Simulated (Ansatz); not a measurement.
Au, 1 atom in the cell. It takes space group Fm-3m (No. 225, cubic). Conventional cell: a = 4.070 Å, b = 4.070 Å, c = 4.070 Å, α = 90.00°, β = 90.00°, γ = 90.00°. Au (site symmetry m-3m) is surrounded by 12 Au at 2.88 Å. 

| Quantity | Value |
| --- | --- |
| Program | Ansatz 0.2.0 |
| Task | optical spectrum |
| Functional | r2SCAN |
| Dispersion | D3(BJ) |
| Potentials or basis | Ansatz PAW |
| Cutoff | 500 eV (not typed: the program's choice for these potentials) |
| k mesh | 8 × 8 × 8 |
| Occupations | gaussian, width 0.05 eV |
| Spin | spin-orbit coupling, no magnetisation |
| Hubbard terms | Au d U = 7 eV |
| Broadening | 0.05 eV |
| Hubbard projectors | ortho-atomic (the default) |
| Double counting | fll (the default) |

Potentials or basis: Ansatz PAW.

Launch:

```bash
$ ansatz run input.yaml --threads 2 --pin off --max-ram 5632MiB --backend cpu --events-out ev --progress --plain --runs-dir out
```

Hardware: 2 threads of Arm Neoverse V1 (shared host).

How long does it take, and how much memory?

It took 16 s on 2 threads of Arm Neoverse V1 (shared host), peak memory 0.41 GiB. Counts: scf iterations 8, plane waves 411, k points 29, bands 31.
